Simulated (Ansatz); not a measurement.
# Pt: changing the pressure

The cell as given:

Symmetry: Im-3m, No. 229, cubic system. The conventional cell has a = 3.168 Å, b = 3.168 Å, c = 3.168 Å, α = 90.00°, β = 90.00°, γ = 90.00°. Around Pt (site symmetry m-3m) lie 8 Pt at 2.74 Å.

This isn't the form of Pt at room conditions, which is fcc.

Kept alike: task relaxation of cell and atoms; functional PBEsol; k mesh 12 × 12 × 12; occupations fermi-dirac, width 0.05 eV; no spin polarisation. Program: Ansatz, all-electron LAPW, scalar-relativistic. The mesh is that of the run's cell of 1 atom. No spin-orbit coupling.

| pressure, P (GPa) | volume (Å³/atom) |
| --- | --- |
| 0 | 15.194 |
| 5 | 14.933 |
| 10 | 14.698 |
| 20 | 14.286 |
| 30 | 13.936 |

The relaxations keep at least the cell's symmetry (Im-3m). For a metal such a mesh leaves the last digits unconverged. The runs follow the start's structure, whether or not it is the stable one at these pressures.

Q: What does the pressure change here?

A: The volume falls from 15.194 to 13.936 Å³/atom between 0 and 30 GPa. The volume falls ever more slowly, since the solid stiffens under load. At the pressures aimed at, which the runs meet within some tenths of a GPa, the step from 0 to 5 GPa gives a mean bulk modulus near 289 GPa, the last step 403 GPa.

Compression of bcc Pt is smooth: the volume lost per unit of pressure shrinks over every interval, and the mean bulk modulus rises from near 289 GPa in the first step to 403 GPa in the last. The large resistance already present at low pressure is typical of a late 5d metal, in which extended d orbitals bind strongly while the filled inner shells and the sp electrons oppose closer packing. As the atoms approach, the kinetic energy of the confined electrons and the overlap repulsion grow faster than the gain from d–d bonding, so each further reduction in volume costs more. The smooth curve gives no sign of an abrupt electronic change, though volumes alone could miss a subtle one. Nor does the stiffening explain why Pt prefers fcc, a preference tied to the filling of its d band and the shape of its density of states. A high bulk modulus measures resistance to uniform compression only, and leaves open whether the bcc lattice would withstand a tetragonal shear towards fcc.
